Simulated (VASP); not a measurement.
Write the native input for VASP 6.6.1 that does the following.

| Item | Value |
| --- | --- |
| Task | single point |
| Functional | revPBE |
| Potentials or basis | VASP PAW PBE potentials, release 64 (Cu, O) |
| Cutoff | 520 eV |
| k mesh | 10 × 10 × 5 |
| Occupations | fermi-dirac, width 0.05 eV |
| Spin | no spin polarisation |
| Dipole correction | no |
| Further INCAR settings | ALGO = Normal; EDIFF = 1e-06; NBANDS = 25 |

The structure of CuO (Tenorite) lies in POSCAR:

```
CuO
1.0
    2.2940437287     -1.6763657078      0.0000000000
    2.2940437287      1.6763657078      0.0000000000
   -0.8326750593      0.0000000000      4.9546185987
Cu O
2 2
Direct
    0.5000000000      0.0000000000      0.5000000000
    0.0000000000      0.5000000000      0.0000000000
    0.4184000000      0.5816000000      0.7500000000
    0.5816000000      0.4184000000      0.2500000000
```

These files were run (other wordings do the same):

INCAR

```
SYSTEM = CuO
PREC = Accurate ; ENCUT = 520
EDIFF = 1E-6 ; ISMEAR = -1
SIGMA = 0.05 ; LREAL = .FALSE.
LASPH = .TRUE. ; NELM = 80
ALGO = Normal ; ISIF = 2
LWAVE = .FALSE. ; LCHARG = .FALSE.
GGA = RE ; NBANDS = 25
```

KPOINTS

```
Automatic mesh
0
G
  10 10 5
  0 0 0
```

Potentials or basis: VASP PAW PBE potentials, release 64 (Cu, O).

Run with:

```sh
$ cat potpaw_PBE.64/Cu/POTCAR potpaw_PBE.64/O/POTCAR > POTCAR
$ mpirun -np 1 vasp_std > vasp.out
```

Results of the run:

```json
{
 "Pressure": "24.4 GPa",
 "Largest force": "0.055 eV/Å",
 "Band gap on the k mesh": "none (metal or under the smearing width)"
}
```

Caveat: so large a pressure means that the cell lies far from this level's equilibrium, or that cutoff or potentials fall short; the potentials were made for another functional, which shifts forces and pressure; the run has no spin polarisation, though such a crystal can be magnetic; semilocal functionals often make such compounds metallic where correlation or magnetic order opens a gap, which also shifts bond lengths.

Run time: 68 s on 1 thread of AMD EPYC 9R45 96-Core Processor (Zen 5), with other jobs on the host, peak memory 0.21 GiB.
